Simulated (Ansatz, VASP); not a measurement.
One calculation of CdS (Hawleyite), two programs

Contents of INCAR:

```
SYSTEM = CdS
ALGO = Normal
EDIFF = 1E-7
ENCUT = 520
GGA = PS
ISIF = 2
ISMEAR = -1
LASPH = .TRUE.
LCHARG = .FALSE.
LREAL = .FALSE.
LWAVE = .FALSE.
NBANDS = 16
NELM = 100
PREC = Accurate
SIGMA = 0.05
```

Contents of KPOINTS:

```
k-points
0
G
  8 8 8
  0 0 0
```

File POSCAR:

```
CdS
1.0
    0.0000000000      2.9165000000      2.9165000000
    2.9165000000      0.0000000000      2.9165000000
    2.9165000000      2.9165000000      0.0000000000
Cd S
1 1
Direct
    0.0000000000      0.0000000000      0.0000000000
    0.7500000000      0.7500000000      0.7500000000
```

Contents of input.yaml:

```yaml
crystal:
  lattice:
    - [0.0, 2.9165, 2.9165]
    - [2.9165, 0.0, 2.9165]
    - [2.9165, 2.9165, 0.0]
  atoms:
    - { symbol: Cd, position: [0.0, 0.0, 0.0] }
    - { symbol: S, position: [0.75, 0.75, 0.75] }
hamiltonian:
  xc: pbesol
  pseudopotentials: { kind: paw }
kpoints:
  mp_grid: { grid: [8, 8, 8] }
  band_path:
    path:
      - [[0.0, 0.0, 0.0], [0.5, 0.0, 0.5], [0.5, 0.25, 0.75], [0.375, 0.375, 0.75], [0.0, 0.0, 0.0], [0.5, 0.5, 0.5], [0.625, 0.25, 0.625], [0.5, 0.25, 0.75], [0.5, 0.5, 0.5], [0.375, 0.375, 0.75]]
      - [[0.625, 0.25, 0.625], [0.5, 0.0, 0.5]]
    npoints: 14
scf:
  occupations: { method: fermi_dirac, width: 0.05 }
  n_extra_bands: 6
output:
  forces: true
  stress: true
  eigenvalues: true
  fatbands: false
  write_density: true
  write_potential: true
  elf: true
  volumetric_format: npy
```

Alike in both runs: functional PBEsol; k mesh 8 × 8 × 8; occupations fermi-dirac, width 0.05 eV; no spin polarisation.

|  | VASP | Ansatz |
| --- | --- | --- |
| version | VASP 6.6.1 | Ansatz 0.2.0 |
| potentials or method | VASP PAW PBE potentials, release 64 (Cd, S) | Ansatz PAW |
| plane-wave cutoff (eV) | 520 | 420 |
| valence electrons in the cell | 18 | 26 |
| task | single point | band structure |

|  | VASP | Ansatz | Ansatz less VASP |
| --- | --- | --- | --- |
| gap on the k mesh at the Fermi level (eV) | 1.01 | 1.00 | -0.005 |
| least direct gap on the mesh (eV) | 1.01 | 1.00 | -0.005 |
| pressure (GPa) | 0.1 | -0.3 | -0.39 |

The two sets of potentials don't hold the same shells in valence.

Caveats: the PAW data sets were made with another functional, which shifts forces and pressure a little (VASP); the PAW data sets come from PBE, with cores solved anew for the run's functional, which leaves a small shift of forces and pressure (Ansatz). A hybrid or GW would open this gap; PBEsol tends to underestimate it.
